In a metal as stiff as tungsten, one per cent of strain usually changes the stress by a few GPa. One GPa acting through one per cent of an atom's volume does about 1 meV of work. These two magnitudes are enough to read the table, in which tungsten in the fcc structure is squeezed and stretched along one cubic axis while its sides keep their length.

Fcc tungsten (conventional a = 4.060 Å, not relaxed at this level) strained along one cubic axis with the other two held fixed, computed with Ansatz 0.2.0 (PBE, plane-wave PAW, scalar-relativistic, no spin polarisation). The one-atom cell has a 420 eV cutoff, a 20×20×20 k mesh and Gaussian smearing of 0.15 eV; energies are free energies relative to the unstrained cell.

```csv
strain,energy change (meV/atom),tensile stress along pattern (GPa),pressure (GPa)
-0.04,-15.5,2.11,7.02
-0.03,-12.7,3.16,3.88
-0.02,-9.0,3.89,0.89
-0.01,-4.7,4.33,-1.94
0,0.0,4.62,-4.62
0.01,5.0,5.01,-7.18
0.02,10.6,5.71,-9.63
0.03,17.1,6.82,-11.98
0.035,20.8,7.50,-13.11
0.04,24.9,8.25,-14.22
```

Strain is the relative change of length along that axis. Tensile stress is positive when the crystal pulls inward along it, and pressure, the mean over three directions, is positive in compression. Only the row at zero strain is cubic; all others are tetragonal.

### Rows −0.04 to 0: why does the most compressed cell have the lowest energy?

The crystal pulls inward along the axis in every row, so shortening the axis always releases energy. With the sides held, the slope of the energy is the starting volume times the tensile stress. Between −0.01 and 0 the tension is about 4.5 GPa, which over a strain of 0.01 and the volume of one atom makes 4.7 meV, the same as in the energy column. This agreement shows that stresses and energies are consistent, but it doesn't yet say where the tension comes from.

It was there from the start. The unstrained cell has a pressure of −4.62 GPa, which means that it is too large for fcc tungsten at this level of theory. Had the cubic cell been relaxed first, to a lattice constant of roughly 4.04 Å, the energy would have started flat instead of with a slope.

### Row −0.04: how can the pressure be positive while the axis is still under tension?

The pressure is an average, and the sides outvote the axis. Three times the pressure, plus the axial tension, is the push of the two equal sides together: (3 × 7.02 + 2.11)/2 gives 11.6 GPa of compression on each. The crystal wants to become still shorter along the axis and wider across it. The axis does resist the squeeze, since its tension has fallen from 4.62 to 2.11 GPa, but too weakly for the pull to become a push.

### Rows −0.01 and −0.04 compared: does the energy fall only because the starting tension is released?

The work done along the scan can be divided into a part due to the change of volume and a part due to the change of shape. At −0.01 the volume part leads, with −3.4 meV against −1.2 meV for shape. At −0.04 the volume part has turned into a cost of 4.2 meV, because the cell has been compressed beyond its preferred volume, while the shape part has grown to −19.6 meV.

The starting tension could account for the whole fall: had it stayed at 4.62 GPa, it would have released about 19 meV by −0.04. But a stiff crystal normally loses such a tension within one or two per cent of compression. Here the gain from the change of shape pays for most of the resistance to compression, so the tension lasts through the scan. The two parts belong to this path and are not energies of two separate crystals.

### Rows −0.01 to 0.01: why does the axial stress hardly respond to axial strain?

Per unit strain the axial tension rises by only 34 GPa here, but the lateral tension by 376 GPa. Pulling on one axis is answered mainly by the other two.

The reason is that an axial stretch does two things at once. It enlarges the volume, which the crystal resists in all directions with its bulk modulus of 262 GPa. It also makes the cube longer than it is wide, and to this the crystal yields: the difference between axial and lateral tension changes by 34 − 376 = −342 GPa per unit strain. Two thirds of that difference, −228 GPa, act along the axis, and 262 − 228 leaves the small 34 GPa. Across the axis the shape term has the other sign and adds to the resistance.

### The same rows: is fcc tungsten stable, given that the atoms feel no force?

It isn't. A cubic crystal withstands a tetragonal change of shape only if axial strain raises the axial tension more than the lateral one, and here the order is reversed. The forces vanish because the cell holds a single atom and symmetry leaves it no direction in which to be pushed. They would vanish at the top of an energy hill as well as in a valley.

Where the hill leads is well-known physics. If an fcc crystal is shortened along one axis and allowed to widen, it turns into bcc, the stable form of tungsten, once the ratio of height to width has dropped from 1 to about 0.71. This route is called the Bain path. The scan goes only to 0.96 and also changes the volume, so it shows the start of the slope but not the valley.

### Rows 0.01 to 0.04: why does the axial tension climb faster and faster?

A simple model shows what changes. It lets the pressure depend on volume alone, by Murnaghan's equation with an assumed pressure derivative of 4, and adds a constant shape stiffness. The starting pressure comes from the unstrained row, and both stiffnesses come from the rows at ±0.01.

Take −0.02, a row that was not used to set the constants. The volume law gives a pressure of 262/4 × (0.98⁻⁴ − 1) − 4.62 = 0.9 GPa. The shape term adds an axial tension of ⅔ × (−342) × (−0.02) = 4.6 GPa. The model tension is 4.6 − 0.9 = 3.7 GPa, against 3.89 GPa in the table.

The model stays within about 0.2 GPa on the compressed side, but at 0.04 it gives 5.0 GPa where the calculation has 8.25 GPa. The volume law isn't to blame, since it follows the pressure to 0.1 GPa in every row. What fails is the constant shape stiffness: under stretch, the crystal's readiness to change shape fades. Its contribution to the axial stiffness shrinks from −217 GPa in the first step beyond zero to −72 GPa in the last, and the ordinary resistance to a change of volume comes into view.

Some fading is natural, because the top of a hill is curved downward only over a limited stretch. That it fades sooner in tension than in compression is a result of the scan; its electronic cause is not tested here.

### Back at zero strain: which digits can be trusted?

The stresses are smooth enough for the trends above, but the small axial stiffness is a difference of large terms and therefore delicate. The energies at ±0.01 give 29 GPa for it, with an uncertainty of about 10 GPa from their rounding alone. If the energies are extrapolated to zero smearing of the electronic occupations, only about 4 GPa remain. The safe statement is that the axis is very soft, not that its elastic constant is 34 GPa.

The instability rests on firmer ground. Smearing shifts the axial stiffness by some 25 to 30 GPa, whereas the gap between lateral and axial response is more than ten times as large. The lateral response was not extrapolated in the same way, but it would have to change enormously to reverse the order.

### What would change with another element?

The sign of the shape term would decide. In copper or aluminium, which are stable as fcc crystals, a change of shape costs energy; the shape term then adds to the axial stiffness, and the axial tension rises faster than the lateral one. In tungsten the d band is about half filled, a filling that band theory links with a preference for bcc, and the scan shows the fcc shape giving way. Molybdenum has the same number of valence electrons and can be expected on tungsten's side, though it wasn't computed here.

For tungsten contacts and interconnects in electronic devices, this means that stress estimates need the elastic constants of the structure actually present, normally bcc, and not those of this fcc cell.

The printed analysis after this text lists the lateral stresses, the two parts of the work and the model's values row by row.

Numerical output:

```
Stresses in GPa, work in meV per atom, slopes in GPa over the step that ends at the row:
    row  lateral tension  axial less lateral  volume work  shape work  model axial tension  axial slope  volume part  shape part
  -0.04           -11.58               13.69        4.208       -19.6                2.122          n/a          n/a         n/a
  -0.03             -7.4               10.56       -1.483      -11.16                2.973          105          314        -209
  -0.02            -3.28                7.17       -3.973      -4.991                3.667           73          299        -226
  -0.01            0.745               3.585       -3.425      -1.248                4.213           44          283        -239
    0.0             4.62           8.882e-16            0           0                 4.62           29          268        -239
   0.01            8.265              -3.255        6.161      -1.133                4.896           39          256        -217
   0.02            11.59               -5.88        14.94      -4.313                5.048           70          245        -175
   0.03            14.56               -7.74        26.22      -9.053                5.084          111          235        -124
  0.035            15.91              -8.415        32.77      -11.86                5.061          136          226         -90
   0.04            17.21              -8.955         39.9      -14.89                 5.01          150          222         -72
Axial tension at zero strain from the energy slope of rows +-0.01, GPa: 4.645
Largest miss between work from stresses and energy change, meV per atom: 0.1165
Rise of axial tension per unit strain near zero, GPa: 34
Rise of lateral tension per unit strain near zero, GPa: 376
Bulk modulus of the unstrained cell from the pressure slope, GPa: 262
Tetragonal shear stiffness, half of axial less lateral slope, GPa: -171
Largest miss of the volume-only law for the pressure, GPa: 0.08967
Largest miss of the model axial tension at negative strain, GPa: 0.2229
Largest miss of the model axial tension at positive strain, GPa: 3.24
Strain at which the pressure passes zero, percent: -1.686
Cubic lattice constant at zero pressure if pressure follows volume alone, angstrom: 4.037
Axial stiffness from the energy curvature of rows +-0.01, GPa: 28.73
The same from energies extrapolated to zero smearing, GPa: 3.582
Uncertainty of that stiffness from energies rounded to 0.1 meV, GPa: 9.577
Largest shift of an energy change by the extrapolation to zero smearing, meV per atom: 1.501
Axial strain from fcc to the bcc axis ratio with the sides held, percent: -29.29
```
